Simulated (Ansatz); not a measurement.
Bi in Ansatz, vacancy hop by nudged elastic band

The input file (Ansatz 0.2.0, plane waves):

```yaml
crystal:
  lattice:
    - [4.59636501, 7.96113772, -3.98e-06]
    - [-4.59636501, 7.96113772, -3.98e-06]
    - [0.0, -5.30742115, 7.99561466]
  atoms:
    - { symbol: Bi, position: [0.11595656, 0.11463997, 0.35134538] }
    - { symbol: Bi, position: [0.38347819, 0.38218264, 0.14945495] }
    - { symbol: Bi, position: [0.11784425, 0.11135081, 0.85013113] }
    - { symbol: Bi, position: [0.38622595, 0.3836907, 0.65032876] }
    - { symbol: Bi, position: [0.11393965, 0.62148825, 0.3507918] }
    - { symbol: Bi, position: [0.37768479, 0.88355573, 0.14601846] }
    - { symbol: Bi, position: [0.11709267, 0.61558859, 0.84977605] }
    - { symbol: Bi, position: [0.38270011, 0.87945618, 0.64716363] }
    - { symbol: Bi, position: [0.62386284, 0.10829916, 0.34804114] }
    - { symbol: Bi, position: [0.88058177, 0.38291518, 0.14463082] }
    - { symbol: Bi, position: [0.61748153, 0.11930388, 0.85506742] }
    - { symbol: Bi, position: [0.88719952, 0.38466292, 0.65121084] }
    - { symbol: Bi, position: [0.61709896, 0.61820433, 0.34889808] }
    - { symbol: Bi, position: [0.88066577, 0.88281781, 0.15176624] }
    - { symbol: Bi, position: [0.88078055, 0.87853391, 0.6458956] }
kpoints:
  mp_grid: { grid: [2, 2, 2] }
magnetization:
  spin_polarized: false
scf:
  occupations: { method: fermi_dirac, width: 0.05 }
hamiltonian:
  pseudopotentials: { kind: paw }
  xc: pbe
basis:
  ecutwfc: 420
neb:
  images: 5
  relax_end_points: true
  climbing: true
  f_tol: 0.1
  max_iterations: 40
  order_check: false
  final_atoms:
    - { symbol: Bi, position: [0.11595656, 0.11463997, 0.35134538] }
    - { symbol: Bi, position: [0.38347819, 0.38218264, 0.14945495] }
    - { symbol: Bi, position: [0.11784425, 0.11135081, 0.85013113] }
    - { symbol: Bi, position: [0.38622595, 0.3836907, 0.65032876] }
    - { symbol: Bi, position: [0.11393965, 0.62148825, 0.3507918] }
    - { symbol: Bi, position: [0.37768479, 0.88355573, 0.14601846] }
    - { symbol: Bi, position: [0.11709267, 0.61558859, 0.84977605] }
    - { symbol: Bi, position: [0.61921051, 0.61991122, 0.85176077] }
    - { symbol: Bi, position: [0.62386284, 0.10829916, 0.34804114] }
    - { symbol: Bi, position: [0.88058177, 0.38291518, 0.14463082] }
    - { symbol: Bi, position: [0.61748153, 0.11930388, 0.85506742] }
    - { symbol: Bi, position: [0.88719952, 0.38466292, 0.65121084] }
    - { symbol: Bi, position: [0.61709896, 0.61820433, 0.34889808] }
    - { symbol: Bi, position: [0.88066577, 0.88281781, 0.15176624] }
    - { symbol: Bi, position: [0.88078055, 0.87853391, 0.6458956] }
```

Run with:

```bash
ansatz run input.yaml --threads 4 --pin off --max-ram 8192MiB --backend cpu --events-out ev --progress --plain --runs-dir out
```

Origin of the cell: a database entry, scaled a little.

The cell is 2×2×2 cells of Bi with one Bi taken out; atom 8 (Bi) hops into the empty site, 3.08 Å away before the end points are relaxed. All atoms were shaken by about 0.02 Å first.

Output (shortened):

```
Warning: neb: disabling space-group detection — the band's intermediate images generally break the endpoint symmetry, so no spatial operation reduces the k-mesh or symmetrises the density, ex […]
Pseudopotentials: kind: paw
Pseudopotential: Bi, paw, valence charge 15, recommended cutoff 420 eV (normal), Bi.paw.azcp
Functional definition: PBE
  exchange = pbe_x(kappa = kappa, mu = beta*pi^2/3)
  correlation = pbe_c(beta = beta)
parallel-image band execution: 4 concurrent image workers
NEB image 0
Crystal: 15 atoms, lattice volume = 585.156 Å³
Basis set: ecut = 420 eV, 11403 PW (Γ), exchange–correlation on 128×128×144 points (8 copies of the dense FFT grid, shifted against one another)
Bands: 135, of which v1, the nominal top of the filled ones, is band 113 counted from 1 (112 counted from 0)
Symmetry: 1 space group operations
[… 3 lines left out …]
Initial density: superposition of atomic densities (neutral atoms: chi_scale 0, normalization atom), corrected by the library's trained network
Functional: x = pbe(κ = 0.804, μ = 0.219515), c = pbe(β = 0.066725)
SCF iter   1: F=—  HF=-185946.754002 eV  Δρ=2.78e-3  dr2=1.84e-1  defer=3
SCF iter   2: F=—  HF=-185946.732936 eV  Δρ=1.26e-3  dr2=3.89e-2  defer=79
SCF iter   3: F=—  HF=-185946.729969 eV  Δρ=8.62e-4  dr2=9.82e-3  defer=79
[… 3 lines left out …]
SCF iter   7: F=—  HF=-185946.728140 eV  Δρ=1.12e-5  dr2=1.40e-6  defer=83
SCF iter   8: F=—  HF=-185946.728140 eV  Δρ=4.11e-6  dr2=2.48e-7  defer=83
SCF iter   9: F=-185946.728140 eV  HF=-185946.728140 eV  Δρ=1.64e-6  dr2=4.86e-8
NEB iter   1: max|band force component| = 3.533e-1 eV/Å  barrier→ = 0.4818 eV  barrier← = 0.4797 eV  CI = image 3  Δτ_max = 0.1414 Å  (67 SCF iters)
NEB iter   2: max|band force component| = 2.217e-1 eV/Å  barrier→ = 0.3938 eV  barrier← = 0.3917 eV  CI = image 3  Δτ_max = 0.2000 Å  (38 SCF iters)
NEB iter   3: max|band force component| = 1.962e-1 eV/Å  barrier→ = 0.3458 eV  barrier← = 0.3437 eV  CI = image 3  Δτ_max = 0.1497 Å  (39 SCF iters)
NEB iter   4: max|band force component| = 1.617e-1 eV/Å  barrier→ = 0.2992 eV  barrier← = 0.2971 eV  CI = image 3  Δτ_max = 0.1989 Å  (37 SCF iters)
NEB iter   5: max|band force component| = 3.313e-1 eV/Å  barrier→ = 0.2070 eV  barrier← = 0.2049 eV  CI = image 3  Δτ_max = 0.0991 Å  (39 SCF iters)
NEB iter   6: max|band force component| = 3.435e-1 eV/Å  barrier→ = 0.1558 eV  barrier← = 0.1537 eV  CI = image 3  Δτ_max = 0.0998 Å  (37 SCF iters)
NEB iter   7: max|band force component| = 6.292e-1 eV/Å  barrier→ = 0.1339 eV  barrier← = 0.1318 eV  CI = image 4  Δτ_max = 0.1998 Å  (37 SCF iters)
NEB iter   8: max|band force component| = 1.534e-1 eV/Å  barrier→ = 0.1267 eV  barrier← = 0.1246 eV  CI = image 4  Δτ_max = 0.1654 Å  (41 SCF iters)
NEB iter   9: max|band force component| = 1.083e-1 eV/Å  barrier→ = 0.1193 eV  barrier← = 0.1172 eV  CI = image 4  Δτ_max = 0.1939 Å  (38 SCF iters)
NEB iter  10: max|band force component| = 9.389e-2 eV/Å  barrier→ = 0.1135 eV  barrier← = 0.1114 eV  CI = image 4  Δτ_max = 0.0563 Å  (33 SCF iters)
NEB iter  11: max|band force component| = 1.981e-1 eV/Å  barrier→ = 0.1118 eV  barrier← = 0.1097 eV  CI = image 4  Δτ_max = 0.1985 Å  (7 SCF iters)
NEB iter  12: max|band force component| = 1.105e0 eV/Å  barrier→ = 0.1268 eV  barrier← = 0.1247 eV  CI = image 2  Δτ_max = 0.1996 Å  (35 SCF iters)
NEB iter  13: max|band force component| = 2.025e-1 eV/Å  barrier→ = 0.1370 eV  barrier← = 0.1349 eV  CI = image 2  Δτ_max = 0.1642 Å  (39 SCF iters)
NEB iter  14: max|band force component| = 8.458e-2 eV/Å  barrier→ = 0.1180 eV  barrier← = 0.1159 eV  CI = image 2  Δτ_max = 0.0867 Å  (35 SCF iters)
NEB iter  15: max|band force component| = 2.929e-1 eV/Å  barrier→ = 0.1093 eV  barrier← = 0.1072 eV  CI = image 2  Δτ_max = 0.0999 Å  (7 SCF iters)
NEB iter  16: max|band force component| = 5.000e-2 eV/Å  barrier→ = 0.1083 eV  barrier← = 0.1062 eV  CI = image 2  Δτ_max = 0.0000 Å  (34 SCF iters)
--- NEB band (7 images, 16 band iterations, 563 SCF iterations, 376 more in tests of the images' electronic states and relaxations of end points) ---
  forward barrier  = 0.108281 eV
  backward barrier = 0.106182 eV
  lagrangian_above_aufbau_ev (what the smearing adds, to first order; not taken off the barriers): saddle image -0.026820 eV, end points -0.015131 and -0.017218 eV
  climbing image's point = of an order that was not read
  energies are F+E_penalty+E_count in eV, relative to image 0
  image     s (Å)  Δ vs image 0  max|band force component| (eV/Å)
      0    0.0000      0.000000                                 —
      1    1.2780      0.035440                          5.000e-2
  *   2    2.5571      0.108281                          1.718e-2
      3    3.4279      0.017946                          2.943e-2
      4    4.2986      0.084987                          4.258e-2
      5    5.1689      0.070570                          1.003e-2
      6    6.0392      0.002098                                 —
```

The converged band:

| image | path over all atoms (Å) | ΔF (eV) | Bi x | y | z (Å) |
| --- | --- | --- | --- | --- | --- |
| 0 | 0.00 | 0.000 | -1.46 | 5.84 | 5.07 |
| 1 | 1.28 | 0.035 | -1.13 | 5.79 | 5.59 |
| 2 | 2.56 | 0.108 | -1.00 | 5.40 | 5.85 |
| 3 | 3.43 | 0.018 | -1.03 | 5.39 | 5.64 |
| 4 | 4.30 | 0.085 | -0.71 | 5.24 | 6.05 |
| 5 | 5.17 | 0.071 | -0.43 | 5.31 | 6.63 |
| 6 | 6.04 | 0.002 | -0.32 | 5.56 | 6.90 |

Relaxed start, forces in eV/Å:

```xyz
15
Lattice="4.596 7.961 0.000 -4.596 7.961 0.000 0.000 -5.307 7.996" Properties=species:S:1:pos:R:3:forces:R:3 pbc="T T T" image=0
Bi   -0.250   -0.014    2.975    0.009    0.013    0.006
Bi   -0.144    5.349    1.334    0.008    0.008    0.002
Bi    0.227   -2.369    6.786   -0.001    0.005   -0.003
Bi    0.042    3.031    5.091    0.000   -0.014    0.011
Bi   -2.655    3.902    2.899    0.008   -0.003    0.004
Bi   -2.427    9.094    1.284    0.017    0.001    0.020
Bi   -2.250    1.362    6.616    0.013    0.012   -0.003
Bi   -1.459    5.840    5.069   -0.003   -0.001    0.004
Bi    2.319    3.985    2.638   -0.011   -0.015   -0.003
Bi    2.483    9.150    0.847   -0.010   -0.007    0.003
Bi    1.926    1.380    6.964   -0.004    0.013   -0.011
Bi    2.319    6.478    5.247    0.001   -0.008    0.006
Bi    0.044    8.160    2.861   -0.019    0.004   -0.017
Bi    0.052   13.487    1.102   -0.003   -0.003   -0.019
Bi   -0.153   10.689    5.379   -0.004   -0.005    0.002
```

Highest image (2), forces in eV/Å:

```xyz
15
Lattice="4.596 7.961 0.000 -4.596 7.961 0.000 0.000 -5.307 7.996" Properties=species:S:1:pos:R:3:forces:R:3 pbc="T T T" image=2
Bi   -0.076   -0.018    2.860   -0.010   -0.008    0.013
Bi   -0.330    5.514    1.018   -0.005   -0.001    0.010
Bi    0.261   -2.509    6.671    0.017    0.008    0.002
Bi    0.024    2.535    5.313    0.002    0.009    0.000
Bi   -2.092    4.128    3.122    0.011    0.010   -0.008
Bi   -2.386    9.283    1.163    0.003    0.002   -0.001
Bi   -2.583    1.355    6.594    0.007    0.002    0.007
Bi   -0.997    5.397    5.847   -0.009   -0.006   -0.002
Bi    2.098    4.087    2.602   -0.004   -0.005   -0.005
Bi    2.463    9.240    1.002   -0.009    0.006    0.003
Bi    2.479    1.445    7.106   -0.002    0.000    0.002
Bi    2.040    6.523    5.244    0.015   -0.002   -0.012
Bi    0.199    8.002    2.775   -0.004   -0.003   -0.003
Bi    0.081   13.246    1.290   -0.001   -0.010    0.002
Bi   -0.348   10.874    5.032   -0.011   -0.003   -0.009
```

Relaxed end, forces in eV/Å:

```xyz
15
Lattice="4.596 7.961 0.000 -4.596 7.961 0.000 0.000 -5.307 7.996" Properties=species:S:1:pos:R:3:forces:R:3 pbc="T T T" image=6
Bi   -0.160    0.172    2.896    0.000   -0.007   -0.004
Bi   -0.129    5.410    1.151   -0.006    0.013   -0.003
Bi    1.094   -2.297    6.912   -0.003   -0.010   -0.003
Bi   -0.009    2.722    5.376   -0.007   -0.003   -0.002
Bi   -2.204    3.755    2.697    0.004    0.000    0.007
Bi   -2.421    8.923    1.055   -0.002    0.007    0.012
Bi   -2.425    1.229    6.621    0.002   -0.004   -0.006
Bi   -0.318    5.564    6.900    0.005   -0.004   -0.006
Bi    2.205    3.874    2.678   -0.012   -0.017    0.005
Bi    2.190    9.058    1.003    0.018    0.005   -0.018
Bi    2.419    1.232    6.737    0.004    0.008    0.005
Bi    2.035    6.334    4.989    0.004    0.003    0.012
Bi    0.201    8.085    3.127   -0.018   -0.018    0.012
Bi    0.004   13.284    1.363    0.011    0.019   -0.012
Bi   -0.129   10.910    5.225    0.000    0.011    0.000
```

Barrier of this path: 0.11 eV forwards, 0.11 eV backwards, after 16 band iterations.

Caveats: no moments, though an odd count or open d shells may carry them; no spin-orbit coupling, though heavy elements are present; the k mesh is coarse if the cell is a metal; a small cell with a neutral vacancy and no spin, whose shape can make like sites unlike; the cell is held at a rescaled volume, and strain moves barriers; the hop was drawn among near neighbours and need not be the easiest path; few images and a loose tolerance, and neither the top nor the ends were tested for their order; another atom moves far along the path.

Time: 27 min on 4 threads of Arm Neoverse V1, with other jobs on the host, peak memory 3.9 GiB, from the program's own first density.
